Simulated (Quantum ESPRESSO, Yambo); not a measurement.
Planning a run of Quantum ESPRESSO 7.5 on GaAs (F-43m). The input:

```
&control
  calculation = 'nscf'
  prefix = 'x'
  outdir = 'o'
  pseudo_dir = 'pseudo'
/
&system
  ibrav = 0
  nat = 2
  ntyp = 2
  ecutwfc = 104.0
  nbnd = 555
  force_symmorphic = .true.
/
&electrons
  conv_thr = 1e-9
  electron_maxstep = 80
  diago_full_acc = .true.
  diago_thr_init = 5e-6
/
ATOMIC_SPECIES
  Ga 69.723 Ga.upf
  As 74.922 As.upf
CELL_PARAMETERS angstrom
  0.0000000000 2.8268500000 2.8268500000
  2.8268500000 0.0000000000 2.8268500000
  2.8268500000 2.8268500000 0.0000000000
ATOMIC_POSITIONS crystal
  Ga 0.0000000000 0.0000000000 0.0000000000
  As 0.2500000000 0.2500000000 0.2500000000
K_POINTS automatic
  4 4 4 0 0 0
```

```sh
OMP_NUM_THREADS=1 mpirun -n 8 pw.x -nk 4 -in pw.in > pw.out
```

Question: How long will it take on 8 MPI ranks of Arm Neoverse V2, shared host, and how much memory?

It took 69 s; on shared hardware allow 35 s to 2.3 min. Peak host memory was 1.8 GiB.

[Paths, hosts, dates, memory and timing lines, banners, echoed tables and standing remarks are left out of the program output.]

[Logs are printed without paths, hosts, clocks, repeated set-up lines and the standing remarks that a program may print on its own settings, such as how far it seeks lower states.]

[Runs of the session that timed out or met a known fault of the program may be left out.]

[Hosts, paths, dates, database ids (printed as entryN), source tags and the programs' standing remarks are cut or masked in the printed files.]
